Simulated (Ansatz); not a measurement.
# One structure, 3 elements: Ga2O, Ga2S, Ga2Se

Plane-wave DFT in Ansatz with scalar-relativistic PAW potentials, cutoff 420 eV, Γ-centred meshes chosen by cell and gap, Gaussian smearing with energies taken to zero width. Every cell was relaxed (cell and atoms) in a run of its own, within the symmetry of its start. Functional: PBE.

All members share space group Fm-3m and the same sites; only the element on one set of sites changes (O, S, Se). Members needn't be the stable form of their composition. Energies over the elements, where given, are against the elements' standard states in the same functional (H₂, N₂, O₂ and halogens uncorrected, Hg as a solid). The first member:

Space group Fm-3m (No. 225). a = 5.962 Å, b = 5.962 Å, c = 5.962 Å, α = 90.00°, β = 90.00°, γ = 90.00°
```
atom site symmetry x y z
  Ga    8c      -43m  0.2500  0.7500  0.7500
   O    4a m-3m  0.0000  0.0000  0.0000
```

| compound | V (Å³/atom) | a (Å) | energy over elements (eV/atom) |
| --- | --- | --- | --- |
| Ga2O | 17.66 | 5.962 | -0.100 |
| Ga2Se | 27.46 | 6.907 | -0.026 |

Predict the member with S.

V (Å³/atom) 25.13, a (Å) 6.706, energy over elements (eV/atom) 0.040. Interpolating linearly in period between O and Se would give 22.56 Å³/atom (10.2 % too small), with -0.063 eV/atom over the elements. Over the whole series the volume grows at each step down the group; all are metallic on the mesh; binding against the elements is strongest for O.

Spin polarisation was left out, and a magnetic state may lie lower.